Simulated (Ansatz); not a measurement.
**Coordination and ¹⁷O quadrupole coupling in HfO2**

Cell: an entry of the Crystallography Open Database (COD) whose atoms were relaxed with PBE, the cell held.

```cif
data_HfO2
_symmetry_space_group_name_H-M 'P2_1/c'
_symmetry_Int_Tables_number 14
_cell_length_a 5.1180
_cell_length_b 5.1857
_cell_length_c 5.2841
_cell_angle_alpha 90.000
_cell_angle_beta 99.352
_cell_angle_gamma 90.000
loop_
_atom_site_label
_atom_site_type_symbol
_atom_site_symmetry_multiplicity
_atom_site_Wyckoff_symbol
_atom_site_fract_x
_atom_site_fract_y
_atom_site_fract_z
Hf Hf 4 e 0.2767 0.0419 0.2081
O5 O 4 e 0.4466 0.7584 0.4803
O9 O 4 e 0.0726 0.3393 0.3389
```

One atom of each set is listed.

Level of theory: DFT, PBE, plane waves and PAW (field gradients read without the response of the frozen cores, which leaves them typically 4 to 6 % off), scalar-relativistic, 420 eV cutoff, Γ-centred 4×4×4 k-points, Fermi–Dirac smearing 0.02 eV (Ansatz 0.2.0).

Q(¹⁷O) = -25.58 mb.

(1) Rank these O sites by |C_Q|, smallest first.
A. O5: 4 Hf at 2.14–2.24 Å
B. O9: 3 Hf at 2.04–2.15 Å

Answers

(1) A (0.677 MHz, η = 1.00), B (0.854 MHz, η = 0.88).

Like point charges on the first shell alone (each adding as 1/d³) would give the same order.

At this cell the principal stresses reach 5 GPa in size with PBE, which can matter for small gradients. Without spin–orbit coupling the gradients at and beside Hf can be off by some per cent, at some sites by more.
